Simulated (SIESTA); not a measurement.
Crystal: Au.

```
CELL_PARAMETERS angstrom
0.00000 2.03500 2.03500
2.03500 0.00000 2.03500
2.03500 2.03500 0.00000
ATOMIC_POSITIONS crystal
Au 0.00000 0.00000 0.00000
```

Base run:

- Program: SIESTA 5.4.2
- Functional: PBE
- Potentials or basis: PseudoDojo 0.4 standard (PBE files)
- Basis: SZ (energy shift 0.003 Ry)
- Grid cutoff: 800 Ry
- Energy shift: 0.003 Ry
- k mesh: 11 × 11 × 11
- Occupations: fermi-dirac, width 0.05 eV
- Spin: no spin polarisation

Its results: band gap on the k mesh none (metal or under the smearing width); pressure 39.5 GPa.

Question: The run is repeated on the same cell with these changes: potentials or basis from PseudoDojo 0.4 standard (PBE files) to SG15 1.2 (PBE files) or PseudoDojo by element; basis from SZ (energy shift 0.003 Ry) to DZP (energy shift 0.003 Ry; two zetas on semicore shells). What comes out?

Answer: Band gap on the k mesh none (metal or under the smearing width); pressure 10.1 GPa.

Caveats: spin-orbit coupling is left out, which moves the levels of the heavy elements; the basis of atomic orbitals isn't converged, which shifts pressures, moduli and gaps; the basis has no polarisation orbitals (some runs); a pressure of tens of GPa on the cell as given is suspect, and the run, the potentials or the cell itself is likely at fault (some runs); short orbitals over semicore shells can move pressures by several GPa (some runs).
